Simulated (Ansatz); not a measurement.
# GeSb4Te7: relaxing cell and atoms and phonons, part 2 of 2

The task, for GeSb4Te7: 2 runs in a chain (relaxing cell and atoms and phonons).

Ansatz 0.2.0; DFT PBE+D3(BJ), scalar-relativistic, plane waves, PAW.

## 3. Phonons

It takes the final geometry of step 2.

Input file input.yaml:

```yaml
crystal:
  lattice:
    - [4.2587771574, 0.0, 0.0]
    - [-2.1293885787, 3.6882092074, 0.0]
    - [0.0, 0.0, 23.3547651011]
  atoms:
    - { symbol: Ge, position: [0.0, 0.0, 0.5] }
    - { symbol: Sb, position: [0.6666666667, 0.3333333333, 0.9157357565] }
    - { symbol: Sb, position: [0.3333333333, 0.6666666667, 0.343678029] }
    - { symbol: Sb, position: [0.3333333333, 0.6666666667, 0.0842642435] }
    - { symbol: Sb, position: [0.6666666667, 0.3333333333, 0.656321971] }
    - { symbol: Te, position: [0.3333333333, 0.6666666667, 0.8420439501] }
    - { symbol: Te, position: [0.6666666667, 0.3333333333, 0.1579560499] }
    - { symbol: Te, position: [0.0, 0.0, 0.7298076288] }
    - { symbol: Te, position: [0.6666666667, 0.3333333333, 0.4288441539] }
    - { symbol: Te, position: [0.3333333333, 0.6666666667, 0.5711558461] }
    - { symbol: Te, position: [0.0, 0.0, 0.0] }
    - { symbol: Te, position: [0.0, 0.0, 0.2701923712] }
scf:
  occupations: { method: gaussian, width: 0.03 }
output: {}
hamiltonian:
  xc: pbe
  dispersion: d3bj
kpoints:
  mp_grid: { grid: [10, 10, 2] }
phonons:
  method: fd
  supercell: [1, 1, 1]
  amplitude: 0.02
  eigenvectors: true
  rigid_motions: translations
```

Started as:

```
$ ansatz run input.yaml --threads 8 --pin off --max-ram 20480MiB --backend cpu --events-out ev --progress --plain --runs-dir out
```

Standard output:

```text
Warning: RAYON_NUM_THREADS=8 ignored (pool sized by the plan → 8); use --threads N
Engine: ansatz 0.2.0, x86_64-unknown-linux-gnu
Pseudopotentials: kind: paw
Pseudopotential: Ge, paw, valence charge 14, recommended cutoff 420 eV (normal), Ge.paw.azcp
Pseudopotential: Sb, paw, valence charge 15, recommended cutoff 420 eV (normal), Sb.paw.azcp
Pseudopotential: Te, paw, valence charge 16, recommended cutoff 420 eV (normal), Te.paw.azcp
Functional definition: PBE
  parameter kappa = 0.804
  parameter beta = 0.06672455060314922
  exchange = pbe_x(kappa = kappa, mu = beta*pi^2/3)
  correlation = pbe_c(beta = beta)
Crystal: 12 atoms, lattice volume = 366.839 Å³
Basis set: ecut = 420 eV, 7153 PW (Γ), exchange–correlation on 60×60×320 points (8 copies of the dense FFT grid, shifted against one another)
Bands: 112, of which v1, the nominal top of the filled ones, is band 93 counted from 1 (92 counted from 0)
Symmetry: 12 space group operations
k-points: 28 of 200
Non-local potential: Ge, projectors of the file, l = 0: 2, l = 1: 2, l = 2: 3, l = 3: 1
Non-local potential: Sb, projectors of the file, l = 0: 2, l = 1: 2, l = 2: 2, l = 3: 2
Non-local potential: Te, projectors of the file, l = 0: 2, l = 1: 2, l = 2: 2, l = 3: 2
PAW form: soft (Blöchl's): semilocal exchange-correlation on the pseudo side does not see the compensation charge
PAW one-centre angular grid: Ge, 590 points (default); XC on 64 Gauss nodes
PAW one-centre angular grid: Sb, 590 points (default); XC on 64 Gauss nodes
PAW one-centre angular grid: Te, 590 points (default); XC on 64 Gauss nodes
Initial density: superposition of atomic densities (neutral atoms: chi_scale 0, normalization atom), corrected by the library's trained network
Initial wavefunctions: pseudopotential atomic-orbital guess
Functional: x = pbe(κ = 0.804, μ = 0.2195149727645171), c = pbe(β = 0.06672455060314922)
SCF iter   1: F=—  HF=-79099.337935 eV  |F-HF|=—  |Δ(HF+E_count)|=         —  Δρ=1.28e-3  dr2=8.55e-2  ethr=1.77e-3  ⟨swp⟩=6.2  Hψ=11816  notcnv=0  defer=68
preconditioner: auto → LDOS  [insulator: Δε(μ)=0.051 eV  Ē_g=8.355 eV  σ=0.030 eV  W_gap=0.77  n_scr=96 (ndim 8)  ℏωp=15.8 eV  f_vac=0.010  D(μ)=0.21/eV (n_scr^D=2)  ε∞_Penn≈4.6  β→1.0]
SCF iter   2: F=—  HF=-79099.352752 eV  |F-HF|=—  |Δ(HF+E_count)|=   1.48e-2  Δρ=2.25e-3  dr2=3.75e-1  ethr=4.60e-5  ⟨swp⟩=3.0  Hψ=5604  notcnv=0  defer=341
preconditioner: auto → Resta (q_TF=auto, 2.436 Å⁻¹)  ε∞=4.5  [insulator: Δε(μ)=0.099 eV  Ē_g=8.361 eV  σ=0.030 eV  W_gap=0.98  n_scr=96 (ndim 8)  ℏωp=15.8 eV  f_vac=0.010  D(μ)=0.03/eV (n_scr^D=0)  ε∞_Penn≈4.5  β→0.5]
SCF iter   3: F=—  HF=-79099.327645 eV  |F-HF|=—  |Δ(HF+E_count)|=   2.51e-2  Δρ=4.97e-4  dr2=2.08e-3  ethr=4.60e-5  ⟨swp⟩=2.5  Hψ=3527  notcnv=0  defer=341
SCF iter   4: F=—  HF=-79099.327922 eV  |F-HF|=—  |Δ(HF+E_count)|=   2.77e-4  Δρ=2.71e-4  dr2=2.45e-3  ethr=1.12e-6  ⟨swp⟩=2.0  Hψ=3653  notcnv=0  defer=339
SCF iter   5: F=—  HF=-79099.327989 eV  |F-HF|=—  |Δ(HF+E_count)|=   6.72e-5  Δρ=9.27e-5  dr2=4.85e-4  ethr=1.12e-6  ⟨swp⟩=2.0  Hψ=3016  notcnv=0  defer=339
SCF iter   6: F=—  HF=-79099.327969 eV  |F-HF|=—  |Δ(HF+E_count)|=   2.04e-5  Δρ=4.94e-5  dr2=1.86e-5  ethr=2.61e-7  ⟨swp⟩=1.7  Hψ=2852  notcnv=0  defer=339
SCF iter   7: F=—  HF=-79099.327971 eV  |F-HF|=—  |Δ(HF+E_count)|=   1.97e-6  Δρ=1.55e-5  dr2=2.95e-6  ethr=1.00e-8  ⟨swp⟩=3.0  Hψ=5092  notcnv=0  defer=339
SCF iter   8: F=—  HF=-79099.327803 eV  |F-HF|=—  |Δ(HF+E_count)|=   1.68e-4  Δρ=5.29e-6  dr2=2.06e-7  ethr=1.58e-9  ⟨swp⟩=2.0  Hψ=3545  notcnv=0  defer=339
SCF iter   9: F=—  HF=-79099.327803 eV  |F-HF|=—  |Δ(HF+E_count)|=   1.58e-7  Δρ=1.74e-6  dr2=2.12e-8  ethr=1.11e-10  ⟨swp⟩=2.0  Hψ=3860  notcnv=0  defer=339
SCF iter  10: F=—  HF=-79099.327803 eV  |F-HF|=—  |Δ(HF+E_count)|=   1.74e-8  Δρ=6.19e-7  dr2=2.30e-9  ethr=1.14e-11  ⟨swp⟩=2.0  Hψ=4406  notcnv=0  defer=339
[... 1 line left out ...]
SCF 1 converged in 11 iterations: F = -79099.327803 eV  dr2 = 4.59e-10
Symmetry: 2 space group operations
k-points: 62 of 200 (time reversal used)
Initial density: handed on by an earlier stage of this run
Initial wavefunctions: those handed on with the density
[... 2 lines left out ...]
preconditioner: auto → Resta (q_TF=auto, 2.436 Å⁻¹)  ε∞=4.6  [insulator: Δε(μ)=0.074 eV  Ē_g=8.357 eV  σ=0.030 eV  W_gap=0.92  n_scr=96 (ndim 8)  ℏωp=15.8 eV  f_vac=0.010  D(μ)=0.11/eV (n_scr^D=0)  ε∞_Penn≈4.6]
[... 11 lines left out ...]
SCF 2 converged in 12 iterations: F = -79099.326967 eV  dr2 = 6.01e-11
[... 12 lines left out ...]
SCF 3 converged in 11 iterations: F = -79099.327231 eV  dr2 = 1.88e-11
[... 2 lines left out ...]
preconditioner: auto → Resta (q_TF=auto, 2.436 Å⁻¹)  ε∞=4.6  [insulator: Δε(μ)=0.076 eV  Ē_g=8.359 eV  σ=0.030 eV  W_gap=0.92  n_scr=96 (ndim 8)  ℏωp=15.8 eV  f_vac=0.010  D(μ)=0.10/eV (n_scr^D=0)  ε∞_Penn≈4.6]
[... 10 lines left out ...]
SCF 4 converged in 11 iterations: F = -79099.326919 eV  dr2 = 3.82e-11
[... 2 lines left out ...]
preconditioner: auto → Resta (q_TF=auto, 2.436 Å⁻¹)  ε∞=4.6  [insulator: Δε(μ)=0.069 eV  Ē_g=8.355 eV  σ=0.030 eV  W_gap=0.90  n_scr=96 (ndim 8)  ℏωp=15.8 eV  f_vac=0.010  D(μ)=0.13/eV (n_scr^D=0)  ε∞_Penn≈4.6]
[... 6 lines left out ...]
SCF 5 converged in 7 iterations: F = -79099.326944 eV  dr2 = 3.97e-12
[... 2 lines left out ...]
preconditioner: auto → Resta (q_TF=auto, 2.436 Å⁻¹)  ε∞=4.6  [insulator: Δε(μ)=0.071 eV  Ē_g=8.358 eV  σ=0.030 eV  W_gap=0.91  n_scr=96 (ndim 8)  ℏωp=15.8 eV  f_vac=0.010  D(μ)=0.11/eV (n_scr^D=0)  ε∞_Penn≈4.6]
[... 12 lines left out ...]
SCF 6 converged in 13 iterations: F = -79099.326904 eV  dr2 = 5.35e-11
[... 2 lines left out ...]
preconditioner: auto → Resta (q_TF=auto, 2.436 Å⁻¹)  ε∞=4.6  [insulator: Δε(μ)=0.075 eV  Ē_g=8.356 eV  σ=0.030 eV  W_gap=0.92  n_scr=96 (ndim 8)  ℏωp=15.8 eV  f_vac=0.010  D(μ)=0.11/eV (n_scr^D=0)  ε∞_Penn≈4.6]
[... 7 lines left out ...]
SCF 7 converged in 8 iterations: F = -79099.326921 eV  dr2 = 9.34e-11
[... 2 lines left out ...]
preconditioner: auto → Resta (q_TF=auto, 2.436 Å⁻¹)  ε∞=4.6  [insulator: Δε(μ)=0.074 eV  Ē_g=8.356 eV  σ=0.030 eV  W_gap=0.91  n_scr=96 (ndim 8)  ℏωp=15.8 eV  f_vac=0.010  D(μ)=0.11/eV (n_scr^D=0)  ε∞_Penn≈4.6]
[... 11 lines left out ...]
SCF 8 converged in 12 iterations: F = -79099.326946 eV  dr2 = 5.38e-11
[... 2 lines left out ...]
preconditioner: auto → Resta (q_TF=auto, 2.436 Å⁻¹)  ε∞=4.6  [insulator: Δε(μ)=0.078 eV  Ē_g=8.358 eV  σ=0.030 eV  W_gap=0.93  n_scr=96 (ndim 8)  ℏωp=15.8 eV  f_vac=0.010  D(μ)=0.10/eV (n_scr^D=0)  ε∞_Penn≈4.6]
[... 6 lines left out ...]
SCF 9 converged in 7 iterations: F = -79099.326923 eV  dr2 = 8.39e-12
[... 2 lines left out ...]
preconditioner: auto → Resta (q_TF=auto, 2.436 Å⁻¹)  ε∞=4.6  [insulator: Δε(μ)=0.072 eV  Ē_g=8.357 eV  σ=0.030 eV  W_gap=0.91  n_scr=96 (ndim 8)  ℏωp=15.8 eV  f_vac=0.010  D(μ)=0.11/eV (n_scr^D=0)  ε∞_Penn≈4.6]
[... 8 lines left out ...]
SCF 10 converged in 9 iterations: F = -79099.327009 eV  dr2 = 2.29e-11
[... 2 lines left out ...]
preconditioner: auto → Resta (q_TF=auto, 2.436 Å⁻¹)  ε∞=4.6  [insulator: Δε(μ)=0.077 eV  Ē_g=8.357 eV  σ=0.030 eV  W_gap=0.93  n_scr=96 (ndim 8)  ℏωp=15.8 eV  f_vac=0.010  D(μ)=0.10/eV (n_scr^D=0)  ε∞_Penn≈4.6]
[... 7 lines left out ...]
SCF 11 converged in 8 iterations: F = -79099.327001 eV  dr2 = 2.73e-11
[... 2 lines left out ...]
preconditioner: auto → Resta (q_TF=auto, 2.436 Å⁻¹)  ε∞=4.6  [insulator: Δε(μ)=0.075 eV  Ē_g=8.359 eV  σ=0.030 eV  W_gap=0.92  n_scr=96 (ndim 8)  ℏωp=15.8 eV  f_vac=0.010  D(μ)=0.10/eV (n_scr^D=0)  ε∞_Penn≈4.6]
[... 10 lines left out ...]
SCF 12 converged in 11 iterations: F = -79099.326931 eV  dr2 = 9.38e-11
[... 2 lines left out ...]
preconditioner: auto → Resta (q_TF=auto, 2.436 Å⁻¹)  ε∞=4.6  [insulator: Δε(μ)=0.070 eV  Ē_g=8.355 eV  σ=0.030 eV  W_gap=0.90  n_scr=96 (ndim 8)  ℏωp=15.8 eV  f_vac=0.010  D(μ)=0.13/eV (n_scr^D=0)  ε∞_Penn≈4.6]
[... 6 lines left out ...]
SCF 13 converged in 7 iterations: F = -79099.326954 eV  dr2 = 5.11e-12
the harmonic batch is solved at displacements of 0.005 Å and a dr2 threshold of 2.5e-10 eV too, to whose constants those of the typed 0.02 Å and 1.0e-9 eV are held (scf.occupations.method, Limitations)
[... 12 lines left out ...]
SCF 14 converged in 12 iterations: F = -79099.327803 eV  dr2 = 9.43e-11
Initial wavefunctions: pseudopotential atomic-orbital guess (no wavefunctions were taken with the density)
[... 11 lines left out ...]
SCF 15 converged in 10 iterations: F = -79099.327751 eV  dr2 = 1.88e-11
[... 11 lines left out ...]
SCF 16 converged in 10 iterations: F = -79099.327767 eV  dr2 = 2.35e-11
[... 11 lines left out ...]
SCF 17 converged in 10 iterations: F = -79099.327748 eV  dr2 = 2.76e-11
[... 2 lines left out ...]
preconditioner: auto → Resta (q_TF=auto, 2.436 Å⁻¹)  ε∞=4.6  [insulator: Δε(μ)=0.073 eV  Ē_g=8.356 eV  σ=0.030 eV  W_gap=0.91  n_scr=96 (ndim 8)  ℏωp=15.8 eV  f_vac=0.010  D(μ)=0.11/eV (n_scr^D=0)  ε∞_Penn≈4.6]
[... 9 lines left out ...]
SCF 18 converged in 10 iterations: F = -79099.327749 eV  dr2 = 2.49e-11
[... 2 lines left out ...]
preconditioner: auto → Resta (q_TF=auto, 2.436 Å⁻¹)  ε∞=4.6  [insulator: Δε(μ)=0.073 eV  Ē_g=8.357 eV  σ=0.030 eV  W_gap=0.91  n_scr=96 (ndim 8)  ℏωp=15.8 eV  f_vac=0.010  D(μ)=0.11/eV (n_scr^D=0)  ε∞_Penn≈4.6]
[... 9 lines left out ...]
SCF 19 converged in 10 iterations: F = -79099.327746 eV  dr2 = 3.21e-11
[... 11 lines left out ...]
SCF 20 converged in 10 iterations: F = -79099.327748 eV  dr2 = 3.31e-11
[... 11 lines left out ...]
SCF 21 converged in 10 iterations: F = -79099.327750 eV  dr2 = 4.24e-11
[... 11 lines left out ...]
SCF 22 converged in 10 iterations: F = -79099.327747 eV  dr2 = 4.39e-11
[... 10 lines left out ...]
SCF 23 converged in 9 iterations: F = -79099.327754 eV  dr2 = 7.97e-11
[... 10 lines left out ...]
SCF 24 converged in 9 iterations: F = -79099.327753 eV  dr2 = 8.08e-11
[... 11 lines left out ...]
SCF 25 converged in 10 iterations: F = -79099.327749 eV  dr2 = 2.85e-11
[... 1 line left out ...]
SCF iter   1: F=—  HF=-79099.327919 eV  |F-HF|=—  |Δ(HF+E_count)|=         —  Δρ=5.39e-5  dr2=2.26e-5  ethr=2.54e-7  ⟨swp⟩=4.0  Hψ=46492  notcnv=0
SCF iter   2: F=—  HF=-79099.327917 eV  |F-HF|=—  |Δ(HF+E_count)|=   2.09e-6  Δρ=3.34e-5  dr2=4.85e-5  ethr=1.21e-8  ⟨swp⟩=1.9  Hψ=7283  notcnv=0
SCF iter   3: F=—  HF=-79099.327917 eV  |F-HF|=—  |Δ(HF+E_count)|=   6.36e-7  Δρ=2.77e-5  dr2=6.40e-5  ethr=1.21e-8  ⟨swp⟩=1.3  Hψ=7052  notcnv=0
SCF iter   4: F=—  HF=-79099.327914 eV  |F-HF|=—  |Δ(HF+E_count)|=   3.77e-6  Δρ=8.53e-6  dr2=4.75e-7  ethr=1.21e-8  ⟨swp⟩=1.0  Hψ=6944  notcnv=0
SCF iter   5: F=—  HF=-79099.327749 eV  |F-HF|=—  |Δ(HF+E_count)|=   1.64e-4  Δρ=3.49e-6  dr2=2.37e-7  ethr=2.55e-10  ⟨swp⟩=2.0  Hψ=8068  notcnv=0
SCF iter   6: F=—  HF=-79099.327749 eV  |F-HF|=—  |Δ(HF+E_count)|=   3.39e-9  Δρ=2.17e-6  dr2=2.05e-7  ethr=1.27e-10  ⟨swp⟩=1.2  Hψ=6972  notcnv=0
SCF iter   7: F=—  HF=-79099.327749 eV  |F-HF|=—  |Δ(HF+E_count)|=   5.31e-9  Δρ=1.26e-6  dr2=1.43e-8  ethr=1.10e-10  ⟨swp⟩=1.0  Hψ=6944  notcnv=0
SCF iter   8: F=—  HF=-79099.327749 eV  |F-HF|=—  |Δ(HF+E_count)|=   2.10e-9  Δρ=5.41e-7  dr2=2.65e-9  ethr=7.71e-12  ⟨swp⟩=1.5  Hψ=7045  notcnv=0
SCF iter   9: F=—  HF=-79099.327749 eV  |F-HF|=—  |Δ(HF+E_count)|=  6.40e-10  Δρ=1.89e-7  dr2=1.68e-10  ethr=1.42e-12  ⟨swp⟩=2.0  Hψ=8168  notcnv=0
SCF iter  10: F=-79099.327749 eV  HF=-79099.327749 eV  |F-HF|=0.00e0  |Δ(HF+E_count)|=  1.75e-10  Δρ=6.48e-8  dr2=2.78e-11  ethr=1.00e-12  ⟨swp⟩=4.1  Hψ=20796  notcnv=0
SCF 26 converged in 10 iterations: F = -79099.327749 eV  dr2 = 2.78e-11
the harmonic batch's force constants are those of the typed 0.02 Å and are borne out by those of 0.005 Å (scf.occupations.method, Limitations); of what is allowed (1 % of a squared frequency or a pattern's product, and what the solves leave) the two part by 0.43
SCF converged after 12 iterations
Free energy (F): -79099.327803 eV
Harris-Foulkes:  -79099.327803 eV  (|F-HF|=1.02e-10)
Internal energy: -79099.327754 eV  (E = F + TS)
E sigma→0 (E₀):  -79099.327778 eV
Entropy (-TS):   -0.000049 eV (-0.004 meV/atom)
Fermi energy:    9.967054 eV
--- Per-component energies (eV) ---
  E_band       = -2581.981338
  E_kinetic    = 2199.605598
  E_local      = -17600.626057  (includes V_loc(G=0)·N_el)
  E_nonlocal   = -313.124323
  E_hartree    = 9620.425535
  E_xc         = -1500.282633
  E_vxc        = -1179.142875  (∫ρ·V_xc dr)
  E_paw        = -52946.208928  (= ΣΔE_a)
  E_vpaw       = -4929.543875  (= ΣTr[D̂ρ^β])
  E_aug_tail   = -0.000932  (compensation charges beyond the density's cutoff)
  E_ewald      = -18553.712972
  E_disp       = -5.403043  (pairwise vdW)
  E_smearing   = -0.000049  (= −TS)
  E_closure    = 0.000000  (closes the sum)
  Σ components = -79099.327803   (vs F -79099.327803, Δ=0.00e0)
--- Forces (eV/Å), atoms counted from 1 ---
  atom   1  Ge    -0.00000000     0.00000000     0.00000000
  atom   2  Sb     0.00000000    -0.00000000     0.00031639
  atom   3  Sb    -0.00000000    -0.00000000     0.00049603
  atom   4  Sb     0.00000000     0.00000000    -0.00031639
  atom   5  Sb    -0.00000000     0.00000000    -0.00049603
  atom   6  Te     0.00000000     0.00000000     0.00009117
  atom   7  Te    -0.00000000    -0.00000000    -0.00009117
  atom   8  Te     0.00000000    -0.00000000    -0.00002005
  atom   9  Te     0.00000000     0.00000000    -0.00018565
  atom  10  Te    -0.00000000    -0.00000000     0.00018565
  atom  11  Te     0.00000000     0.00000000     0.00000000
  atom  12  Te     0.00000000     0.00000000     0.00002005
  max |Σ_I F_I| component: 9.25e-18 eV/Å
--- Band table (eV; the first three rows and the last of 28) ---
  k-point 0: bands = ["-27.3386", "-27.3386", "-27.3386", "-27.3386", "-27.3365", "-27.3365", "-27.3344", "-27.3344", "-27.3344", "-27.3344", "-27.3192", "-27.3192", "-27.3186", "-27.3186", "-27.3186", "-27.3186", "-27.3163", "-27.3163", "-27.3163", "-27.3163", "-27.1846", "-27.1762", "-27.1762", "-27.1671", "-27.1668", "-27.1647", "-27.1647", "-27.1637", "-27.1637", "-27.1502", "-27.1502", "-27.1501", "-27.1501", "-27.1456", "-27.1456", "-19.8953", "-19.8952", "-19.8948", "-19.8948", "-19.8948", "-19.8948", "-19.8924", "-19.8924", "-19.8924", "-19.8924", "-19.8920", "-19.8916", "-19.8909", "-19.8909", "-19.8901", "-19.8901", "-19.8885", "-19.8885", "-19.8882", "-19.8882", "-15.1433", "-15.1433", "-15.1388", "-15.1369", "-15.1369", "-3.6056", "-3.4273", "-3.3473", "-2.8596", "-2.5822", "-1.7911", "-1.7533", "0.8385", "0.8583", "1.9757", "2.5727", "3.6974", "6.6117", "7.2965", "7.6242", "7.6242", "7.6900", "7.6900", "7.7166", "7.7419", "7.7419", "7.9157", "7.9157", "8.1069", "8.1069", "8.3987", "8.3987", "8.4817", "8.4817", "8.5420", "8.5906", "9.4860", "9.7287", "10.1559", "10.1559", "10.1957", "10.1957", "10.3203", "10.3335", "10.8842", "10.8842", "11.0013", "11.3853", "11.3853", "11.5333", "12.1416", "12.1938", "12.1938", "14.1125", "14.4862", "14.6726", "14.9265"]
[... 3 lines left out ...]
--- Phonons: 12 displaced members + reference (amplitude 0.02 Å, Σ member SCF iterations 116) ---
  symmetry images taken by strict's conditions (phonons.symmetry_images: auto; settled by no image being taken that strict refuses)
  ASR residual: 6.613e-4 → 0.000e0 eV/Å²; symmetrization residual: 2.987e-4 eV/Å²
  pairwise dispersion correction: d3bj (s6 = 1.0, s8 = 0.7875, a1 = 0.4289, a2_bohr = 4.4407), with the weights of each atom's references fixed at the reference crystal's, and the forces and stress that the weights' published response gives there kept as a pressure on the atom's counted neighbours (hamiltonian.dispersion)
  largest component of a force at the reference: 5.0e-4 eV/Å
  ASR residual per site (eV/Å²): 3.69e-4 6.42e-4 6.61e-4 6.42e-4 6.61e-4 5.19e-4 5.19e-4 3.83e-4 4.32e-4 4.32e-4 3.64e-4 3.83e-4
  Γ frequencies (cm⁻¹): 0.00 0.00 0.00 20.58 20.58 31.37 35.64 35.64 48.60 49.37 49.37 56.71 56.71 68.82 69.00 69.00 87.54 96.62 96.62 103.06 103.06 104.11 104.11 109.41 109.41 111.92 116.86 117.87 117.87 121.39 121.39 132.86 162.65 166.94 168.52 171.04
  density of states and harmonic sums: on the 17×17×3 q-mesh, interpolated from the force constants of a 1×1×1 supercell (no non-analytic term)
  largest difference from the sums on the solved wave vectors: F 2.91e-1 eV, S 5.49e-4 and C_V 2.58e-4 eV/K
  zero-point energy: 0.206093 eV/cell   skipped modes (ω ≤ 0): 4, of them read as no rigid motion or as one in doubt: 1 (2.307e-3 modes/cell left out, lowest -2.23 cm⁻¹)   left out of the sums: 1.60e-4 of the cell's modes: C_V's classical limit lies that fraction below 3 k_B per atom; for a crystal, a wire or a layer, F and S can be off by more, and a phonons.interpolated_qmesh denser along its periods is the remedy for the sampling
```

Wall time 6.4 min (8 threads of Intel Xeon 6975P-C (Granite Rapids), shared host); peak memory 3.2 GiB.

The optical modes at Γ, the three translations left out (i: imaginary):

```
cm⁻¹   THz  modes
  21  0.62      2
  31  0.94      1
  36  1.07      2
  49  1.46      1
  49  1.48      2
  57  1.70      2
  69  2.06      1
  69  2.07      2
  88  2.62      1
  97  2.90      2
 103  3.09      2
 104  3.12      2
 109  3.28      2
 112  3.36      1
 117  3.50      1
 118  3.53      2
 121  3.64      2
 133  3.98      1
 163  4.88      1
 167  5.00      1
 169  5.05      1
 171  5.13      1
```

Displacements in the lowest optical mode (21 cm⁻¹), eigenvector over the root of the mass, scaled so that the longest move is 1. It is one member of a degenerate level, so its direction within the level is arbitrary.

```
atom      x      y     z
 Ge1   0.08   1.00  0.00
 Sb2  -0.08  -0.98  0.00
 Sb3   0.06   0.83  0.00
 Sb4  -0.08  -0.98  0.00
 Sb5   0.06   0.83  0.00
 Te6  -0.06  -0.79  0.00
 Te7  -0.06  -0.79  0.00
 Te8   0.04   0.51  0.00
 Te9   0.04   0.58  0.00
Te10   0.04   0.58  0.00
Te11  -0.07  -0.85  0.00
Te12   0.04   0.51  0.00
```

Displacements in the highest mode (171 cm⁻¹), eigenvector over the root of the mass, scaled so that the longest move is 1.

```
atom     x     y      z
 Ge1  0.00  0.00   0.00
 Sb2  0.00  0.00  -1.00
 Sb3  0.00  0.00   0.94
 Sb4  0.00  0.00   1.00
 Sb5  0.00  0.00  -0.94
 Te6  0.00  0.00   0.72
 Te7  0.00  0.00  -0.72
 Te8  0.00  0.00   0.66
 Te9  0.00  0.00  -0.32
Te10  0.00  0.00   0.32
Te11  0.00  0.00   0.00
Te12  0.00  0.00  -0.66
```

## 4. Results

The summary covers parts 1 to 2.

| step | volume (Å³/atom) | pressure (GPa) | energy (eV) | gap on the mesh (eV) | time |
| --- | --- | --- | --- | --- | --- |
| 2 | 30.57 | 0.0 | -79099.328 | 0.07 | 42 s |

| quantity | value |
| --- | --- |
| relaxed cell, step 2 | a = 4.259 Å, b = 4.259 Å, c = 23.355 Å, α = 90.00°, β = 90.00°, γ = 120.00° |
| optical modes at Γ (without the LO field) | 21 to 171 cm⁻¹ |

No zone-centre mode is imaginary. That tests stability at Γ alone. These are transverse frequencies: in a polar insulator the field of longitudinal modes, left out here, lifts some of them. A measured lattice constant a of GeSb4Te7 is 4.23 Å (300 K; “Multiple superconducting phases driven by pressure in the topological insulator GeSb4Te7”, 2023, arxiv:2311.14472); the calculated 4.259 Å misses it by +0.7 %. A measured lattice constant c of GeSb4Te7 is 23.82 Å (300 K; “Multiple superconducting phases driven by pressure in the topological insulator GeSb4Te7”, 2023, arxiv:2311.14472); the calculated 23.355 Å misses it by -2.0 %. That is the cell relaxed with PBE+D3(BJ), without thermal expansion or zero-point motion. Spin-orbit coupling is left out, which matters for the bands of Sb, Te. The log warns that the dispersion term switches its coefficients with the atoms' coordination near these geometries, so kinks or extra dips may come from it and not from the bonding.
